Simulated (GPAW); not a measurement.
# FeO (Wuestite) (Fm-3m) in GPAW: further runs

The runs below take FeO (Wuestite) through band structure, with PBEsol, PBEsol+U.

All numbers are computed with GPAW 26.7.0; they aren't measurements. Logs are shortened: lines on timing, memory, paths and dates and some standing lists are left out, and cuts for length are marked. The log counts tension as positive stress, the text compression.

**The experiment to reproduce.**

“W\"ustite: Electric, thermodynamic and optical properties of FeO”, 2012, arxiv:1203.1201 quotes, for a bulk crystal of FeO: band gap 2.4 eV (optical).

The runs below are set against these values where they give the same quantity.

## 1. The structure

It takes space group Fm-3m (No. 225, cubic). Conventional cell: a = 4.311 Å, b = 4.311 Å, c = 4.311 Å, α = 90.00°, β = 90.00°, γ = 90.00°. Fe (site symmetry m-3m) has 6 O at 2.16 Å as nearest neighbours. Around O (site symmetry m-3m) lie 6 Fe at 2.16 Å.

## 2. Band structure, PBEsol, collinear spin, ferromagnetic start

Contents of run.py:

```python
from ase import Atoms
from ase.dft.bandgap import bandgap
from ase.io import write
from ase.units import GPa
from gpaw import GPAW, PW, setup_paths

setup_paths.insert(0, '.')

atoms = Atoms(['Fe', 'O'],
              cell=[[0.0, 2.1554, 2.1554],
                    [2.1554, 0.0, 2.1554],
                    [2.1554, 2.1554, 0.0]],
              scaled_positions=[[0.0, 0.0, 0.0],
                                [0.5, 0.5, 0.5]],
              pbc=True)
atoms.set_initial_magnetic_moments([3.0, 0.0])

calc = GPAW(mode=PW(800),
            xc='PBEsol',
            kpts={'size': (11, 11, 11), 'gamma': True},
            occupations={'name': 'fermi-dirac', 'width': 0.05},
            nbands=17,
            convergence={'density': 1e-05, 'energy': 1e-05},
            maxiter=150,
            txt='gpaw.txt')
atoms.calc = calc
energy = atoms.get_potential_energy()
forces = atoms.get_forces()
stress = atoms.get_stress()
calc.write('gs.gpw')
write('result.traj', atoms)
print(f'Energy: {energy:.6f} eV')
print('Forces (eV/A):')
print(forces.round(4))
print('Stress (GPa):', (stress / GPa).round(3))
print('Moments:', calc.get_magnetic_moments().round(3))
print('Fermi level:', round(calc.get_fermi_level(), 4), 'eV')
print(f'Gap: {bandgap(calc)[0]:.4f} eV, direct: {bandgap(calc, direct=True)[0]:.4f} eV')

path = atoms.cell.bandpath('GXWKGLUWLK,UX', npoints=100, eps=1e-4)
bs_calc = calc.fixed_density(kpts=path, symmetry='off', nbands=26,
                             convergence={'bands': 'CBM+6.0', 'eigenstates': 1e-6}, txt='bands.txt')
bs = bs_calc.band_structure()
bs.write('bs.json')
print(f'Gap on the path: {bandgap(bs_calc)[0]:.4f} eV')
```

Potentials or basis: PAW data sets generated in the run's folder for this functional, pw.

Command:

```sh
gpaw-setup -f PBEsol Fe O
OMP_NUM_THREADS=1 python run.py
```

gpaw.txt:

```text
__  _  _
 | _ |_)|_||  |
 |__||  | ||/\| - 26.7.0

Input parameters:
  mode=PW(ecut=800.0),
  convergence={'density': 1e-05, 'energy': 1e-05},
  kpts=MonkhorstPack(size=(11, 11, 11), gamma=True),
  maxiter=150,
  nbands=17,
  occupations=Occupations(name='fermi-dirac', width=0.05),
  xc=XC(name='PBEsol')

Diagonalizing LCAO Hamiltonian
Converting LCAO to pw mode

              O

       Fe

Atoms  # Å, Bohr magnetons
|   | symbol |        x |        y |        z |    initial magnetic moments |
|---|--------|----------|----------|----------|-----------------------------|
| 0 |     Fe | 0.000000 | 0.000000 | 0.000000 | ( 0.0000,  0.0000,  3.0000) |
| 1 |      O | 2.155400 | 2.155400 | 2.155400 | ( 0.0000,  0.0000,  0.0000) |

Unit cell  # Å
| periodic |        x |        y |        z |  lengths |    angles |
|----------|----------|----------|----------|----------|-----------|
|      yes | 0.000000 | 2.155400 | 2.155400 | 3.048196 | 60.000000 |
|      yes | 2.155400 | 0.000000 | 2.155400 | 3.048196 | 60.000000 |
|      yes | 2.155400 | 2.155400 | 0.000000 | 3.048196 | 60.000000 |

Number of symmetries: 48
Symmetry operations  # r_c * U_cc + t_c -> r_c
|    | kind |            matrix            |
|----|------|------------------------------|
|  0 |  σ   |  1, 0, 0,  1, 0,-1,  1,-1, 0 |
|  1 |  C2  |  1, 0, 0,  1,-1, 0,  1, 0,-1 |
|  2 |  E   |  1, 0, 0,  0, 1, 0,  0, 0, 1 |
|  3 |  σ   |  1, 0, 0,  0, 0, 1,  0, 1, 0 |
|  4 |  C4  |  1, 0,-1,  1, 0, 0,  1,-1, 0 |
|  5 |  S6  |  1, 0,-1,  1,-1, 0,  1, 0, 0 |
|  6 |  σ   |  1, 0,-1,  0, 1,-1,  0, 0,-1 |
|  7 |  C3  |  1, 0,-1,  0, 0,-1,  0, 1,-1 |
|  8 |  S6  |  1,-1, 0,  1, 0, 0,  1, 0,-1 |
|  9 |  C4  |  1,-1, 0,  1, 0,-1,  1, 0, 0 |
| 10 |  C3  |  1,-1, 0,  0,-1, 1,  0,-1, 0 |
| 11 |  σ   |  1,-1, 0,  0,-1, 0,  0,-1, 1 |
| 12 |  σ   |  0, 1, 0,  1, 0, 0,  0, 0, 1 |
| 13 |  C4  |  0, 1, 0,  0, 1,-1, -1, 1, 0 |
| 14 |  C3  |  0, 1, 0,  0, 0, 1,  1, 0, 0 |
| 15 |  S6  |  0, 1, 0, -1, 1, 0,  0, 1,-1 |
| 16 |  C2  |  0, 1,-1,  1, 0,-1,  0, 0,-1 |
| 17 |  σ   |  0, 1,-1,  0, 1, 0, -1, 1, 0 |
| 18 |  S4  |  0, 1,-1,  0, 0,-1,  1, 0,-1 |
| 19 |  C4  |  0, 1,-1, -1, 1, 0,  0, 1, 0 |
| 20 |  C3  |  0, 0, 1,  1, 0, 0,  0, 1, 0 |
| 21 |  σ   |  0, 0, 1,  0, 1, 0,  1, 0, 0 |
| 22 |  S6  |  0, 0, 1,  0,-1, 1, -1, 0, 1 |
| 23 |  C4  |  0, 0, 1, -1, 0, 1,  0,-1, 1 |
| 24 |  S4  |  0, 0,-1,  1, 0,-1,  0, 1,-1 |
| 25 |  C3  |  0, 0,-1,  0, 1,-1,  1, 0,-1 |
| 26 |  C2  |  0, 0,-1,  0,-1, 0, -1, 0, 0 |
| 27 |  S6  |  0, 0,-1, -1, 0, 0,  0,-1, 0 |
| 28 |  S4  |  0,-1, 1,  1,-1, 0,  0,-1, 0 |
| 29 |  C4  |  0,-1, 1,  0, 0, 1, -1, 0, 1 |
| 30 |  C2  |  0,-1, 1,  0,-1, 0,  1,-1, 0 |
| 31 |  σ   |  0,-1, 1, -1, 0, 1,  0, 0, 1 |
| 32 |  C3  |  0,-1, 0,  1,-1, 0,  0,-1, 1 |
| 33 |  S6  |  0,-1, 0,  0, 0,-1, -1, 0, 0 |
| 34 |  S4  |  0,-1, 0,  0,-1, 1,  1,-1, 0 |
| 35 |  C2  |  0,-1, 0, -1, 0, 0,  0, 0,-1 |
| 36 |  C2  | -1, 1, 0,  0, 1, 0,  0, 1,-1 |
| 37 |  S6  | -1, 1, 0,  0, 1,-1,  0, 1, 0 |
| 38 |  S4  | -1, 1, 0, -1, 0, 1, -1, 0, 0 |
| 39 |  C3  | -1, 1, 0, -1, 0, 0, -1, 0, 1 |
| 40 |  S6  | -1, 0, 1,  0, 0, 1,  0,-1, 1 |
| 41 |  C2  | -1, 0, 1,  0,-1, 1,  0, 0, 1 |
| 42 |  C3  | -1, 0, 1, -1, 1, 0, -1, 0, 0 |
| 43 |  S4  | -1, 0, 1, -1, 0, 0, -1, 1, 0 |
| 44 |  C2  | -1, 0, 0,  0, 0,-1,  0,-1, 0 |
| 45 |  i   | -1, 0, 0,  0,-1, 0,  0, 0,-1 |
| 46 |  σ   | -1, 0, 0, -1, 1, 0, -1, 0, 1 |
| 47 |  C2  | -1, 0, 0, -1, 0, 1, -1, 1, 0 |

BZ-sampling:
  Number of BZ points: 1331
  Number of IBZ points: 56

  Monkhorst-Pack size: [11, 11, 11]
  Monkhorst-Pack shift: [0, 0, 0]

K-points  # in reciprocal-cell coordinates
|     |                                coordinates |     weight |
|-----|--------------------------------------------|------------|
|   0 | (  0.00000000,   0.00000000,   0.00000000) | 0.00075131 |
|   1 | (  0.09090909,   0.09090909,   0.00000000) | 0.00450789 |
|   2 | (  0.09090909,   0.09090909,   0.09090909) | 0.00601052 |
|   3 | (  0.18181818,   0.09090909,   0.09090909) | 0.00901578 |
[... 54 lines left out ...]
    |    d |        |      19.682 |    1.058 |

    Using partial waves for Fe as LCAO basis

  O:
    name:    Oxygen
    Z:       8.0
    valence: 6
    core:    2
    charge:  0.0  # [|e|]
    compensation charges:
      type: gauss
      rc: 0.21  # [Å]
      lmax: 2
    cutoffs:
      filter: 1.17  # [Å]
      core: 0.83  # [Å]
    projectors
    | kind |    occ | energy [eV] | rcut [Å] |
    |------|--------|-------------|----------|
    |   2s |  2.000 |     -23.808 |    0.688 |
    |   2p |  4.000 |      -8.972 |    0.598 |
    |    s |        |       3.404 |    0.688 |
    |    p |        |      18.239 |    0.598 |
    |    d |        |       0.000 |    0.619 |

    Using partial waves for O as LCAO basis

Reference energy: -36621.116537  # eV

eigensolver:
  PPCG
  Converge bands: occupied
  niter=2

density mixing:
  MSR1-Mixer
  Pratt-step length: 0.05
  Maximum mixing coefficient: 0.75
  Old densities: 10
  SVD Regularization: 0.005
  Good broyden scale: 1.0
  Trust region scale: 1.0
  Backstep threshold: 4.0
  History deletion threshold: 6.0
  Fourier metric: weight=20.0, sigma=0.015

occupation numbers:
  Fermi-Dirac:
    width: 0.0500  # eV

poisson solver:
  ecut: 6400.0  # eV

xc functional:
  name: PBEsol with 2 nearest neighbor stencil

convergence criteria:
- Maximum integral of absolute [dens]ity change: 1e-05 electrons / valence electron
- Maximum [total energy] change in last 3 cyles: 1e-05 eV / valence electron
- Maximum integral of absolute [eigenst]ate change: 4e-08 eV^2 / valence electron
maximum number of iterations: 150

SCF iterations
|iter     | |      energy | eigst |  dens |  magmom |
|---------|-|-------------|-------|-------|---------|
|iter:   1| |  -17.216926 | -0.05 |       |  +3.0023|
|iter:   2| |  -17.025017 | -2.05 | -0.74 |  +3.0522|
|iter:   3| |  -16.763095 | -1.83 | -0.78 |  +3.5920|
|iter:   4| |  -16.805843 | -2.60 | -1.27 |  +3.8651|
|iter:   5| |  -16.816254 | -3.66 | -1.69 |  +4.0011|
|iter:   6| |  -16.815101 | -4.12 | -2.26 |  +4.0071|
|iter:   7| |  -16.815319 | -4.92 | -2.59 |  +4.0028|
|iter:   8| |  -16.815344 | -5.88 | -3.20 |  +4.0018|
|iter:   9| |  -16.815346c| -7.13 | -3.65 |  +4.0012|
|iter:  10| |  -16.815346c| -8.13c| -4.59 |  +4.0013|
|iter:  11| |  -16.815346c| -8.50c| -5.00c|  +4.0014|

Converged in 11 steps
Energy contributions relative to reference atoms: (reference = -36621.116537)

Energy contributions:
  Kinetic:          24.887432
  Coulomb:         -22.126221
  Zero:              0.255820
  External:          0.000000
  Xc:              -19.826698
  Entropy:          -0.011358
  Spinorbit:         0.000000
  ----------------------------
  Free energy:     -16.821025
  Extrapolated:    -16.815346

dipole moment: (-10.381122, -10.381122, -10.381122)  # |e|*Ang

Total magnetic moment: (0.000000, 0.000000, 4.001377)

Local magnetic moments
|        x |        y |        z |
|----------|----------|----------|
| 0.000000 | 0.000000 | 3.537544 |  # Fe   0
| 0.000000 | 0.000000 | 0.237334 |  # O    1

Fermi level: 9.141
Eigenvalues  # (at kpt = [0.000, 0.000, 0.000])
| band index |      eig [eV] | occ [0-1] |      eig [eV] | occ [0-1] |
|------------|---------------|-----------|---------------|-----------|
|          0 |       -11.653 |     1.000 |       -11.106 |     1.000 |
|          1 |         5.185 |     1.000 |         5.765 |     1.000 |
|          2 |         5.185 |     1.000 |         5.765 |     1.000 |
|          3 |         5.185 |     1.000 |         5.765 |     1.000 |
|          4 |         5.256 |     1.000 |         8.392 |     1.000 |
|          5 |         5.256 |     1.000 |         8.392 |     1.000 |
|          6 |         5.256 |     1.000 |         8.392 |     1.000 |
|          7 |         5.479 |     1.000 |         9.269 |     0.071 |
|          8 |         5.479 |     1.000 |         9.269 |     0.071 |
|          9 |         8.995 |     0.948 |         9.815 |     0.000 |
|         10 |        24.220 |     0.000 |        24.235 |     0.000 |
|         11 |        25.882 |     0.000 |        26.894 |     0.000 |
|         12 |        25.882 |     0.000 |        26.894 |     0.000 |
|         13 |        25.882 |     0.000 |        26.894 |     0.000 |
|         14 |        29.378 |     0.000 |        31.036 |     0.000 |
|         15 |        29.378 |     0.000 |        31.036 |     0.000 |
|         16 |        29.378 |     0.000 |        31.036 |     0.000 |

No gap
No difference between direct/indirect transitions

Forces  # eV/Ang
|       x |       y |       z |
|---------|---------|---------|
| 0.00000 | 0.00000 | 0.00000 |  # Fe   0
| 0.00000 | 0.00000 | 0.00000 |  # O    1

Stress tensor  # eV/Ang^3
|         x |         y |         z |
|-----------|-----------|-----------|
|  0.043704 |  0.000000 | -0.000000 |
|  0.000000 |  0.043704 | -0.000000 |
| -0.000000 | -0.000000 |  0.043704 |

# Writing to gs.gpw (mode='')
```

Wall time 60 s (1 thread of Arm Neoverse V2, shared host); peak memory 0.31 GiB.

Results:

| Item | Value |
| --- | --- |
| Free energy | -16.8210 eV |
| Pressure | -7.0 GPa |
| Band gap along the path | none (metal or under the smearing width) |
| Net moment | 4.00 μB per cell |
| Site moments | Fe +3.54; O +0.24 μB |

Levels at the corners of the path, in eV from the Fermi level:
Spin up:
```tsv
point	band 6	band 7	band 8	band 9	band 10
Γ	-3.89	-3.89	-3.66	-3.66	-0.15
X	-3.26	-2.76	-2.76	-2.75	5.01
W	-3.03	-2.88	-2.76	-1.72	7.21
K	-2.90	-2.63	-2.45	-1.70	6.52
Γ	-3.89	-3.89	-3.66	-3.66	-0.15
L	-3.04	-2.49	-0.33	-0.33	3.78
U	-2.90	-2.63	-2.45	-1.70	6.52
W	-3.03	-2.88	-2.76	-1.72	7.21
L	-3.04	-2.49	-0.33	-0.33	3.78
K	-2.90	-2.63	-2.45	-1.70	6.52
U	-2.90	-2.63	-2.45	-1.70	6.52
X	-3.26	-2.76	-2.76	-2.75	5.01
```
Spin down:
```tsv
point	band 1	band 2	band 3	band 4	band 5	band 6	band 7	band 8	band 9	band 10
Γ	-20.25	-3.38	-3.38	-3.38	-0.75	-0.75	-0.75	0.13	0.13	0.67
X	-18.99	-7.10	-4.58	-4.58	-2.19	0.69	0.79	0.79	1.11	6.36
W	-18.89	-6.28	-6.28	-5.67	-0.05	-0.05	0.79	1.02	1.77	8.55
K	-18.92	-6.70	-6.28	-4.99	-0.83	0.60	0.70	1.27	1.72	7.78
Γ	-20.25	-3.38	-3.38	-3.38	-0.75	-0.75	-0.75	0.13	0.13	0.67
L	-19.04	-8.18	-5.27	-5.27	0.42	0.42	0.62	2.77	2.77	4.30
U	-18.92	-6.70	-6.28	-4.99	-0.83	0.60	0.70	1.27	1.72	7.78
W	-18.89	-6.28	-6.28	-5.67	-0.05	-0.05	0.79	1.02	1.77	8.55
L	-19.04	-8.18	-5.27	-5.27	0.42	0.42	0.62	2.77	2.77	4.30
K	-18.92	-6.70	-6.28	-4.99	-0.83	0.60	0.70	1.27	1.72	7.78
U	-18.92	-6.70	-6.28	-4.99	-0.83	0.60	0.70	1.27	1.72	7.78
X	-18.99	-7.10	-4.58	-4.58	-2.19	0.69	0.79	0.79	1.11	6.36
```

Caveat: a cell with one magnetic atom can't hold antiferromagnetic order, which such compounds often take; semilocal functionals often make such compounds metallic where correlation or magnetic order opens a gap, which also shifts bond lengths.

## 3. Band structure, PBEsol+U, collinear spin, ferromagnetic start

run.py: that of step 2 with these lines changed.

```diff
@@ -21,2 +21,3 @@
             occupations={'name': 'fermi-dirac', 'width': 0.05},
+            setups={'Fe': ':d,1.0'},
             nbands=17,
```

Potentials or basis: PAW data sets generated in the run's folder for this functional, pw.

Command:

```sh
gpaw-setup -f PBEsol Fe O
OMP_NUM_THREADS=1 python run.py
```

Run time: 64 s. Hardware: 1 thread of Arm Neoverse V2, shared host; peak memory 0.32 GiB.

Results (log left out):

- Free energy: -16.4520 eV
- Pressure: -6.7 GPa
- Band gap along the path: none (metal or under the smearing width)
- Net moment: 4.00 μB per cell
- Site moments: Fe +3.59; O +0.22 μB

Levels at the corners of the path, in eV from the Fermi level:
Spin up:
```tsv
point	band 7	band 8	band 9	band 10
Γ	-4.08	-4.08	-4.08	-0.31
X	-3.53	-3.52	-3.52	4.81
W	-3.66	-3.52	-2.33	7.03
K	-3.32	-3.14	-2.27	6.33
Γ	-4.08	-4.08	-4.08	-0.31
L	-3.14	-0.83	-0.83	3.61
U	-3.32	-3.14	-2.27	6.33
W	-3.66	-3.52	-2.33	7.03
L	-3.14	-0.83	-0.83	3.61
K	-3.32	-3.14	-2.27	6.33
U	-3.32	-3.14	-2.27	6.33
X	-3.53	-3.52	-3.52	4.81
```
Spin down:
```csv
point,band 3,band 4,band 5,band 6,band 7,band 8
Γ,-3.55,-3.55,-0.76,-0.76,-0.76,0.35
X,-4.75,-4.75,-2.24,0.81,0.81,0.93
W,-6.46,-5.80,-0.06,-0.06,0.82,1.25
K,-6.45,-5.11,-0.87,0.62,0.71,1.48
Γ,-3.55,-3.55,-0.76,-0.76,-0.76,0.35
L,-5.36,-5.36,0.45,0.45,0.61,2.94
U,-6.45,-5.11,-0.87,0.62,0.71,1.48
W,-6.46,-5.80,-0.06,-0.06,0.82,1.25
L,-5.36,-5.36,0.45,0.45,0.61,2.94
K,-6.45,-5.11,-0.87,0.62,0.71,1.48
U,-6.45,-5.11,-0.87,0.62,0.71,1.48
X,-4.75,-4.75,-2.24,0.81,0.81,0.93
```

Caveat: a cell with one magnetic atom can't hold antiferromagnetic order, which such compounds often take.

## 4. Band structure, PBEsol+U, collinear spin, ferromagnetic start

run.py: that of step 3 with these lines changed.

```diff
@@ -21,3 +21,3 @@
             occupations={'name': 'fermi-dirac', 'width': 0.05},
-            setups={'Fe': ':d,1.0'},
+            setups={'Fe': ':d,2.0'},
             nbands=17,
```

Command:

```sh
gpaw-setup -f PBEsol Fe O
OMP_NUM_THREADS=1 python run.py
```

Wall time 64 s (1 thread of Arm Neoverse V2, shared host); peak memory 0.31 GiB.

Results (log left out):

```
Free energy             : -16.1052 eV
Pressure                : -6.4 GPa
Band gap along the path : none (metal or under the smearing width)
Net moment              : 4.00 μB per cell
Site moments            : Fe +3.63; O +0.20 μB
```

Levels at the corners of the path, in eV from the Fermi level:
Spin up:
```csv
point,band 6,band 7,band 8,band 9,band 10
Γ,-5.24,-4.21,-4.21,-4.21,-0.47
X,-4.87,-4.31,-4.29,-4.29,4.62
W,-4.29,-4.27,-4.27,-2.91,6.85
K,-4.42,-4.02,-3.80,-2.80,6.15
Γ,-5.24,-4.21,-4.21,-4.21,-0.47
L,-4.56,-3.79,-1.30,-1.30,3.44
U,-4.42,-4.02,-3.80,-2.80,6.15
W,-4.29,-4.27,-4.27,-2.91,6.85
L,-4.56,-3.79,-1.30,-1.30,3.44
K,-4.42,-4.02,-3.80,-2.80,6.15
U,-4.42,-4.02,-3.80,-2.80,6.15
X,-4.87,-4.31,-4.29,-4.29,4.62
```
Spin down:
```
point  band 2  band 3  band 4  band 5  band 6  band 7  band 8  band 9
    Γ   -3.72   -3.72   -3.72   -0.76   -0.76   -0.76    0.26    0.58
    X   -7.48   -4.93   -4.93   -2.29    0.84    0.84    1.18    1.56
    W   -6.64   -6.64   -5.94   -0.08   -0.08    0.84    1.49    2.18
    K   -7.07   -6.61   -5.25   -0.90    0.64    0.72    1.71    2.14
    Γ   -3.72   -3.72   -3.72   -0.76   -0.76   -0.76    0.26    0.58
    L   -8.54   -5.46   -5.46    0.47    0.47    0.60    3.12    3.12
    U   -7.07   -6.61   -5.25   -0.90    0.64    0.72    1.71    2.14
    W   -6.64   -6.64   -5.94   -0.08   -0.08    0.84    1.49    2.18
    L   -8.54   -5.46   -5.46    0.47    0.47    0.60    3.12    3.12
    K   -7.07   -6.61   -5.25   -0.90    0.64    0.72    1.71    2.14
    U   -7.07   -6.61   -5.25   -0.90    0.64    0.72    1.71    2.14
    X   -7.48   -4.93   -4.93   -2.29    0.84    0.84    1.18    1.56
```

Caveat: a cell with one magnetic atom can't hold antiferromagnetic order, which such compounds often take. The state reached can hang on the start; a lower one may exist.

## 5. Summary

```csv
level,U,pressure (GPa),moment (μB)
PBEsol,-,-7.0,4.00
PBEsol+U,Fe d U = 1 eV,-6.7,4.00
PBEsol+U,Fe d U = 2 eV,-6.4,4.00
```

Alike in all rows: task band structure; potentials or basis PAW data sets generated in the run's folder for this functional, pw; spin collinear, ferromagnetic start; cell as given; k mesh 11 × 11 × 11; cutoff (eV) 800; smearing fermi-dirac 0.05 eV.

The pressure there spans -7.0 GPa (PBEsol) to -6.4 GPa (PBEsol+U); a positive pressure means that this level wants a larger cell, a negative one a smaller.

Caveats: a cell with one magnetic atom can't hold antiferromagnetic order, which such compounds often take; semilocal functionals often make such compounds metallic where correlation or magnetic order opens a gap, which also shifts bond lengths (some runs).

Total energies depend on the potentials used, so only differences within one code and one set of settings carry meaning.

## 6. Comparison with measurements

Step 2. Measured gap of FeO: 2.4 eV (optical; quoted in “W\"ustite: Electric, thermodynamic and optical properties of FeO”, 2012, arxiv:1203.1201). This calculation gives 0.00 eV (-2.40 eV). So large a miss can be the level of theory's own, or it may mean another phase, state or a wrong row. The value is that of PBEsol, without temperature or zero-point motion. Semilocal functionals fall short of measured gaps as a rule. The run's magnetic order (collinear spin, ferromagnetic start) needn't be the measured crystal's.

Step 3. A measured gap of FeO is 2.4 eV (optical; quoted in “W\"ustite: Electric, thermodynamic and optical properties of FeO”, 2012, arxiv:1203.1201); the calculated 0.00 eV misses it by -2.40 eV. So large a miss can be the level of theory's own, or it may mean another phase, state or a wrong row. The value is that of PBEsol+U, without temperature or zero-point motion. The run's magnetic order (collinear spin, ferromagnetic start) needn't be the measured crystal's.

Step 4. A measured gap of FeO is 2.4 eV (optical; quoted in “W\"ustite: Electric, thermodynamic and optical properties of FeO”, 2012, arxiv:1203.1201); the calculated 0.00 eV misses it by -2.40 eV. So large a miss can be the level of theory's own, or it may mean another phase, state or a wrong row. The value is that of PBEsol+U, without temperature or zero-point motion. The run's magnetic order (collinear spin, ferromagnetic start) needn't be the measured crystal's.
